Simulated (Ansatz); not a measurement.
NaCl (started from an entry of an open crystallographic database) (r2SCAN geometry), in Ansatz:

Space group Fm-3m (No. 225). a = 5.605 Å, b = 5.605 Å, c = 5.605 Å, α = 90.00°, β = 90.00°, γ = 90.00°
```csv
atom,site,symmetry,x,y,z
Na,4a,m-3m,0.0000,0.0000,0.0000
Cl,4b,m-3m,0.5000,0.0000,0.0000
```

G0W0@PBE with 165 empty bands, a screening cutoff of 140 eV and a 4×4×4 mesh (PAW, contour deformation) gives 7.940 eV over the mesh points, from a PBE gap of 5.178 eV; it sums over 173 bands with 169 plane waves in the screening and a wave cutoff of 420 eV. No extrapolation in bands, cutoff or mesh was made for G0W0. The values are computed, spin-unpolarised, and not measurements.

Task: Estimate the gap with mesh 6×6×6, empty bands 71, screening cutoff 80 eV.

Result: 7.757 eV (-0.183 eV), from a Kohn-Sham gap of 5.179 eV.

Task: Estimate the gap with empty bands 304, screening cutoff 210 eV.

Result: 8.039 eV (+0.099 eV), from a Kohn-Sham gap of 5.178 eV.
